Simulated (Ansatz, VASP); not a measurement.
# Cross-check of Al3InAs4 (ordered alloy, x = 0.25, built in the cubic cell of 8 atoms (invented)) between VASP and Ansatz, part 2 of 2

One calculation is typed for both programs; each brings its own data sets. How far apart do they land? The cell is generated by rule, not measured, and may not be a known phase. The cell is taken from a series of runs on this material, whose earlier steps may have relaxed, scaled, displaced or heated it; both programs get it as it stands.

VASP 6.6.1 and Ansatz 0.2.0.

So far: The starting structure; VASP: relaxation of cell and atoms, r2SCAN.

**3. Ansatz: relaxation of cell and atoms, r2SCAN**

Level of this step: Ansatz beside VASP: Kohn-Sham DFT, plane waves, r2SCAN (Ansatz).

Ansatz runs on its PAW soft_1 files.

The same cell, functional, mesh and smearing now go to Ansatz, which takes its cutoff from its data sets.

File input.yaml:

```yaml
crystal:
  lattice:
    - [5.7797772772, 0.0, 0.0]
    - [0.0, 5.7797772772, 0.0]
    - [0.0, 0.0, 5.7797772772]
  atoms:
    - { symbol: In, position: [0.0, 0.0, 0.0] }
    - { symbol: Al, position: [0.0, 0.5, 0.5] }
    - { symbol: Al, position: [0.5, 0.0, 0.5] }
    - { symbol: Al, position: [0.5, 0.5, 0.0] }
    - { symbol: As, position: [0.2605111708, 0.2605111708, 0.2605111708] }
    - { symbol: As, position: [0.2605111708, 0.7394888292, 0.7394888292] }
    - { symbol: As, position: [0.7394888292, 0.2605111708, 0.7394888292] }
    - { symbol: As, position: [0.7394888292, 0.7394888292, 0.2605111708] }
kpoints:
  mp_grid: { grid: [4, 4, 4] }
hamiltonian:
  xc: r2scan
  pseudopotentials: { kind: paw, azcp: { folder: soft_1 } }
scf:
  occupations: { method: gaussian, width: 0.02 }
output:
  forces: true
  stress: true
  eigenvalues: true
relax:
  adjacent_minimum: "off"
  f_tol: 0.005
  max_steps: 80
  cell: { stress_tol: 0.05 }
```

Started as:

```sh
> ansatz run input.yaml --threads 4 --pin off --max-ram 9216MiB --backend cpu --events-out ev --progress --plain --runs-dir out
```

Numbers of over 12 decimals in the logs are rounded to 6 here.

What it wrote:

```text
Engine: ansatz 0.2.0, x86_64-unknown-linux-gnu
Pseudopotentials: kind: paw
Pseudopotential: In, paw, valence charge 13, recommended cutoff 500 eV (meta_gga), soft_1/In.paw.azcp
Pseudopotential: Al, paw, valence charge 3, recommended cutoff 500 eV (meta_gga), soft_1/Al.paw.azcp
Pseudopotential: As, paw, valence charge 15, recommended cutoff 500 eV (meta_gga), soft_1/As.paw.azcp
Functional definition: r2SCAN
  parameter k0 = 0.174
  parameter k1 = 0.065
  parameter a1 = 4.9479
  exchange = r2scan_x(k0 = k0, k1 = k1, a1 = a1)
  correlation = r2scan_c
Crystal: 8 atoms, lattice volume = 193.078 Å³
Basis set: ecut = 500 eV, 4945 PW (Γ), exchange–correlation on 180×180×180 points (64 copies of the dense FFT grid, shifted against one another)
Bands: 50, of which v1, the nominal top of the filled ones, is band 41 counted from 1 (40 counted from 0)
Symmetry: 24 space group operations
Space group: P-43m (ITA 215), of the structure as read, at distance tolerance 5.8e-5 Å
k-points: 10 of 64 (time reversal used)
Non-local potential: In, projectors of the file, l = 0: 2, l = 1: 2, l = 2: 2, l = 3: 1
Non-local potential: Al, projectors of the file, l = 0: 2, l = 1: 2, l = 2: 1
Non-local potential: As, projectors of the file, l = 0: 2, l = 1: 2, l = 2: 3, l = 3: 1
PAW form: soft (Blöchl's): semilocal exchange-correlation on the pseudo side does not see the compensation charge
PAW frozen core: In, regenerated for the run's functional (the file was generated under x = pbe(κ = 0.804, μ = 0.219515), c = pbe(β = 0.066725))
PAW frozen core: Al, regenerated for the run's functional (the file was generated under x = pbe(κ = 0.804, μ = 0.219515), c = pbe(β = 0.066725))
PAW frozen core: As, regenerated for the run's functional (the file was generated under x = pbe(κ = 0.804, μ = 0.219515), c = pbe(β = 0.066725))
PAW one-centre angular grid: In, 590 points (default); XC on 160 Gauss nodes
PAW one-centre angular grid: Al, 302 points (default); XC on 160 Gauss nodes
PAW one-centre angular grid: As, 590 points (default); XC on 160 Gauss nodes
Initial density: superposition of atomic densities (chi_scale 0.1, normalization cell, long waves kept (reshape's long-wave potential 0.02 eV rms))
Initial wavefunctions: pseudopotential atomic-orbital guess
Functional: x = r2scan, c = r2scan; τ floored in thin density (d = 2e-4 eV/Å³)
SCF iter   1: F=—  HF=-26695.974048 eV  |F-HF|=—  |Δ(HF+E_count)|=         —  Δρ=3.63e-2  dr2=2.72e0  dr2_τ=4.63e-2  ethr=3.10e-3  ⟨swp⟩=7.8  Hψ=2045  notcnv=0
preconditioner: auto → Resta (q_TF=auto, 2.365 Å⁻¹)  ε∞=3.3  [insulator: Δε(μ)=1.827 eV  Ē_g=11.518 eV  σ=0.020 eV  W_gap=1.00  n_scr=32 (ndim 8)  ℏωp=17.3 eV  f_vac=0.000  D(μ)=0.00/eV (n_scr^D=0)  ε∞_Penn≈3.3]
SCF iter   2: F=—  HF=-26695.863949 eV  |F-HF|=—  |Δ(HF+E_count)|=   1.10e-1  Δρ=2.14e-2  dr2=8.72e-1  dr2_τ=6.08e-3  ethr=3.10e-3  ⟨swp⟩=2.4  Hψ=645  notcnv=0  defer=34
SCF iter   3: F=—  HF=-26695.950154 eV  |F-HF|=—  |Δ(HF+E_count)|=   8.62e-2  Δρ=3.90e-3  dr2=4.03e-2  dr2_τ=7.37e-4  ethr=1.06e-3  ⟨swp⟩=2.7  Hψ=931  notcnv=0  defer=34
SCF iter   4: F=—  HF=-26695.919877 eV  |F-HF|=—  |Δ(HF+E_count)|=   3.03e-2  Δρ=1.77e-3  dr2=5.63e-3  dr2_τ=6.35e-5  ethr=4.91e-5  ⟨swp⟩=3.1  Hψ=990  notcnv=0  defer=34
SCF iter   5: F=—  HF=-26695.922072 eV  |F-HF|=—  |Δ(HF+E_count)|=   2.20e-3  Δρ=2.94e-4  dr2=1.78e-4  dr2_τ=4.52e-6  ethr=6.87e-6  ⟨swp⟩=2.0  Hψ=681  notcnv=0  defer=34
SCF iter   6: F=—  HF=-26695.922040 eV  |F-HF|=—  |Δ(HF+E_count)|=   3.18e-5  Δρ=9.36e-5  dr2=1.80e-5  dr2_τ=3.49e-7  ethr=2.17e-7  ⟨swp⟩=2.0  Hψ=876  notcnv=0  defer=34
SCF iter   7: F=—  HF=-26695.922029 eV  |F-HF|=—  |Δ(HF+E_count)|=   1.15e-5  Δρ=2.34e-5  dr2=1.44e-6  dr2_τ=3.34e-8  ethr=2.20e-8  ⟨swp⟩=2.0  Hψ=710  notcnv=0  defer=34
SCF iter   8: F=-26695.922028 eV  HF=-26695.922028 eV  |F-HF|=7.22e-9  |Δ(HF+E_count)|=   6.15e-7  Δρ=3.66e-6  dr2=3.61e-8  dr2_τ=6.17e-10  ethr=1.22e-10  ⟨swp⟩=10.7  Hψ=2613  notcnv=0
SCF 1 converged in 8 iterations: F = -26695.922028 eV  dr2 = 3.61e-8
  greatest PAW one-centre occupation: 0.999 electrons in one spin orbital (limit 2), on the As atom at site 6 (counted from 0), in its partial waves of l = 2
relax step   1: F+E_penalty+E_count = -26695.92202829 eV  Δ(F+E_penalty+E_count) = +0.000e0 eV  max|allowed force component| = 1.800e-3 eV/Å  Δτ_max = 0.0000 Å  P = -0.048 GPa  Ω = 193.078 Å³  (8 SCF iters, dr2 threshold 1.00e-7 eV, accepted)
Initial density: handed on by an earlier stage of this run
Initial wavefunctions: pseudopotential atomic-orbital guess (no wavefunctions were taken with the density)
iter 1 solved again at ethr=1.25e-7 eV; its pass at ethr=3.10e-3 eV (dr2=1.02e-4 eV) is discarded
SCF iter   1: F=—  HF=-26695.922044 eV  |F-HF|=—  |Δ(HF+E_count)|=         —  Δρ=3.61e-6  dr2=3.68e-8  dr2_τ=6.59e-10  ethr=1.25e-7  ⟨swp⟩=3.1  Hψ=3310  notcnv=0
eigensolver tolerance schedule: the retry pair's looser diagonalisation over-reported the residual by 2776.08 of it (diagonalisation noise at 0.13 of the residual, at the tolerance the schedule requests for it); recorded, not acted on — ethr = c·dr2/N_el stays at c = 1.0e-1
preconditioner: auto → Resta (q_TF=auto, 2.365 Å⁻¹)  ε∞=3.4  [insulator: Δε(μ)=1.881 eV  Ē_g=11.278 eV  σ=0.020 eV  W_gap=1.00  n_scr=32 (ndim 8)  ℏωp=17.3 eV  f_vac=0.019  D(μ)=0.00/eV (n_scr^D=0)  ε∞_Penn≈3.4]
SCF iter   2: F=—  HF=-26695.922028 eV  |F-HF|=—  |Δ(HF+E_count)|=   1.55e-5  Δρ=2.26e-6  dr2=1.44e-8  dr2_τ=1.23e-10  ethr=4.49e-11  ⟨swp⟩=3.1  Hψ=1022  notcnv=0
SCF iter   3: F=—  HF=-26695.922028 eV  |F-HF|=—  |Δ(HF+E_count)|=   5.33e-9  Δρ=1.23e-6  dr2=4.91e-9  dr2_τ=2.99e-11  ethr=1.76e-11  ⟨swp⟩=2.0  Hψ=660  notcnv=0
SCF iter   4: F=—  HF=-26695.922028 eV  |F-HF|=—  |Δ(HF+E_count)|=   2.87e-9  Δρ=2.20e-7  dr2=1.27e-10  dr2_τ=4.13e-12  ethr=5.99e-12  ⟨swp⟩=2.2  Hψ=700  notcnv=0
SCF iter   5: F=-26695.922028 eV  HF=-26695.922028 eV  |F-HF|=1.82e-11  |Δ(HF+E_count)|=  2.18e-11  Δρ=9.01e-8  dr2=1.10e-11  dr2_τ=1.84e-13  ethr=1.00e-12  ⟨swp⟩=4.7  Hψ=1713  notcnv=0
SCF 2 converged in 5 iterations: F = -26695.922028 eV  dr2 = 1.10e-11
  greatest PAW one-centre occupation: 0.999 electrons in one spin orbital (limit 2), on the As atom at site 5 (counted from 0), in its partial waves of l = 2
relax step   2: F+E_penalty+E_count = -26695.92202830 eV  Δ(F+E_penalty+E_count) = -1.530e-8 eV  max|allowed force component| = 1.806e-3 eV/Å  Δτ_max = 0.0000 Å  P = -0.048 GPa  Ω = 193.078 Å³  stress off target by 4.80e-2 GPa  SCF on the basis re-selected at this cell (its energy is not comparable with the rows above)  (5 SCF iters)
basis re-selected at this cell: Δ(F+E_penalty+E_count) = -1.530e-8 eV, ΔP = -0.000 GPa vs the last step (what re-selecting the basis moved, of the pressure what is left beyond the Pulay correction that the steps carried, after the strain that the cell walked since its last selection, with what the two solves' SCF thresholds leave and, on support functions, any second-order correction that the steps lacked; it is no m [...]
SCF converged after 5 iterations
Free energy (F): -26695.922028 eV
Harris-Foulkes:  -26695.922028 eV  (|F-HF|=1.82e-11)
Internal energy: -26695.922028 eV  (E = F + TS)
E sigma→0 (E₀):  -26695.922028 eV
Fermi energy:    7.157857 eV
--- Per-component energies (eV) ---
  E_band       = -1192.803925
  E_kinetic    = 679.577939
  E_local      = -10811.129332  (includes V_loc(G=0)·N_el)
  E_nonlocal   = -1217.414188
  E_hartree    = 5712.618716
  E_xc         = -502.289553
  E_vxc        = -503.145094  (∫ρ·V_xc dr)
  E_paw        = -13759.659903  (= ΣΔE_a)
  E_vpaw       = -792.386319  (= ΣTr[D̂ρ^β])
  E_aug_tail   = 0.000007  (compensation charges beyond the density's cutoff)
  E_vtau       = 26.455426  (kinetic-family band-sum trace: ∫τ·v_τ [+ j·A + Jᵃ·Aᵃ] dr)
  E_ewald      = -6792.581364
  E_core_change = -5.044352  (= ΣΔE_core)
  E_smearing   = -0.000000  (= −TS)
  E_closure    = 0.000000  (closes the sum)
  Σ components = -26695.922028   (vs F -26695.922028, Δ=0.00e0)
--- Forces (eV/Å), atoms counted from 1 ---
  atom   1  In    -0.00000000     0.00000000     0.00000000
  atom   2  Al    -0.00000000    -0.00000000     0.00000000
  atom   3  Al    -0.00000000    -0.00000000    -0.00000000
  atom   4  Al    -0.00000000     0.00000000     0.00000000
  atom   5  As     0.00180586     0.00180586     0.00180586
  atom   6  As     0.00180586    -0.00180586    -0.00180586
  atom   7  As    -0.00180586     0.00180586    -0.00180586
  atom   8  As    -0.00180586    -0.00180586     0.00180586
  max |Σ_I F_I| component: 1.35e-16 eV/Å
--- Stress (GPa, compression-positive) ---
       -0.047971       0.000000       0.000000
        0.000000      -0.047971      -0.000000
       -0.000000      -0.000000      -0.047971
  P = ⅓ Tr σ = -0.0480 GPa (-0.480 kbar)
--- Band table (eV; the first three rows and the last of 10) ---
  k-point 0: bands = [... 37 lower, 4.0357, 6.2172, 6.2172, 6.2172, 8.0983, 8.1405, 8.1405, 8.1405, ... 5 higher]
  k-point 1: bands = [... 37 lower, 4.2094, 4.8384, 5.7681, 5.7681, 8.3431, 8.9891, 9.0969, 9.0969, ... 5 higher]
  k-point 2: bands = [... 37 lower, 4.6843, 4.6843, 5.0761, 5.0761, 8.9778, 9.2404, 10.0198, 10.1428, ... 5 higher]
  k-point 9: bands = [... 37 lower, 5.1915, 5.6773, 5.6773, 5.6773, 8.1676, 8.5719, 8.5719, 8.5719, ... 5 higher]
--- Relaxed structure (1 steps of the walk, 1 accepted, 1 SCFs on fresh bases) ---
  F+E_penalty+E_count = -26695.92202830 eV   max|allowed force component| = 1.806e-3 eV/Å   (the final SCF, on the basis selected at the relaxed cell)
  cell:  # Å, volume = 193.0782 Å³
    - [5.7797772772, 0.0, 0.0]
    - [0.0, 5.7797772772, 0.0]
    - [0.0, 0.0, 5.7797772772]
  atoms:
    - { symbol: In, position: [0.0, 0.0, 0.0] }
    - { symbol: Al, position: [0.0, 0.5, 0.5] }
    - { symbol: Al, position: [0.5, 0.0, 0.5] }
    - { symbol: Al, position: [0.5, 0.5, 0.0] }
    - { symbol: As, position: [0.2605111708, 0.2605111708, 0.2605111708] }
    - { symbol: As, position: [0.2605111708, 0.7394888292, 0.7394888292] }
    - { symbol: As, position: [0.7394888292, 0.2605111708, 0.7394888292] }
    - { symbol: As, position: [0.7394888292, 0.7394888292, 0.2605111708] }
```

In the SCF lines HF is the Harris–Foulkes energy and dr2 the Hartree energy of the density residual, in eV; the loop may stop once dr2 is under the threshold and the program's other checks hold. Hψ counts applications of the Hamiltonian.

**4. Differences**

Known differences besides the potentials themselves: VASP keeps PBE cores, Ansatz makes them for the functional; the data sets hold 82 valence electrons in Ansatz (on its PAW soft_1 files) and 42 in VASP; the cutoff is 500 eV in Ansatz and 550 eV in VASP; Ansatz adds a Pulay correction to the stress that steers its cell, VASP none. Total energies have different zeros and are not compared.

Compared:

```
                                         quantity  Ansatz    VASP  difference
                                      volume (Å³)  193.08  192.90     +0.09 %
edge a after relaxation, in the typed setting (Å)   5.780   5.778     +0.03 %
```

**5. Summary of results**

| Property | Result |
| --- | --- |
| difference in volume (relaxation of cell and atoms, r2SCAN) | 0.091 % |

In words: The difference in volume is 0.091 % (relaxation of cell and atoms, r2SCAN), within the 1.2 % picked in this series as the mark of a large difference, as far as the stopping tolerances let one tell. The data sets hold unlike numbers of valence electrons (82 in Ansatz and 42 in VASP), so part of the differences may come from the potentials. 1 further pair of this series is not shown here. Such differences can come from data sets, numerical settings and the points named under the comparisons, not from the functional's error against experiment.

[Lines on the potential files, build, host, timing and source positions are cut from VASP's logs without a mark.]

[Logs are printed without paths, hosts, clocks, repeated set-up lines and the standing remarks that a program may print on its own settings, such as how far it seeks lower states.]

[Hosts, paths, dates, database ids (printed as entryN), source tags and the programs' standing remarks are cut or masked in the printed files.]
